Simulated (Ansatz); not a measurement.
# Li2Se: the cost of one run

Computed with Ansatz 0.2.0 (reference: DFT, HSE06, plane waves, PAW, unless a step's input says otherwise).

**1. The starting structure**

Symmetry: Fm-3m, No. 225, cubic system. The conventional cell has a = 5.987 Å, b = 5.987 Å, c = 5.987 Å, α = 90.00°, β = 90.00°, γ = 90.00°. Around Li (site symmetry -43m) lie 4 Se at 2.59 Å. Around Se (site symmetry m-3m) lie 8 Li at 2.59 Å.

Coordinates:

```cif
data_structure
_symmetry_space_group_name_H-M 'Fm-3m'
_symmetry_Int_Tables_number 225
_cell_length_a 5.9869
_cell_length_b 5.9869
_cell_length_c 5.9869
_cell_angle_alpha 90.000
_cell_angle_beta 90.000
_cell_angle_gamma 90.000
_cell_volume 214.59
loop_
_atom_site_label
_atom_site_type_symbol
_atom_site_symmetry_multiplicity
_atom_site_Wyckoff_symbol
_atom_site_fract_x
_atom_site_fract_y
_atom_site_fract_z
_atom_site_occupancy
Li1 Li 8 c 0.25000 0.75000 0.75000 1
Se1 Se 4 a 0.00000 0.00000 0.00000 1
```

**2. The reference run**

Input file input.yaml:

```yaml
crystal:
  lattice:
    - [0.0, 2.9934588658, 2.9934588658]
    - [2.9934588658, 0.0, 2.9934588658]
    - [2.9934588658, 2.9934588658, 0.0]
  atoms:
    - { symbol: Li, position: [0.25, 0.25, 0.25] }
    - { symbol: Li, position: [0.75, 0.75, 0.75] }
    - { symbol: Se, position: [0.0, 0.0, 0.0] }
kpoints:
  mp_grid: { grid: [4, 4, 4] }
hamiltonian:
  xc: hse06
scf:
  occupations: { method: fixed }
  n_extra_bands: 4
output:
  forces: true
  stress: true
  eigenvalues: true
  write_density: true
  write_potential: true
  elf: true
  volumetric_format: npy
```

Started as:

```bash
$ ansatz run input.yaml --threads 4 --pin off --max-ram 3686MiB --backend cpu --events-out ev --progress --plain --runs-dir out
```

What time and memory should one allow on 4 threads of Arm Neoverse V2, shared host?

About 4.2 s, with a peak of 0.64 GiB.
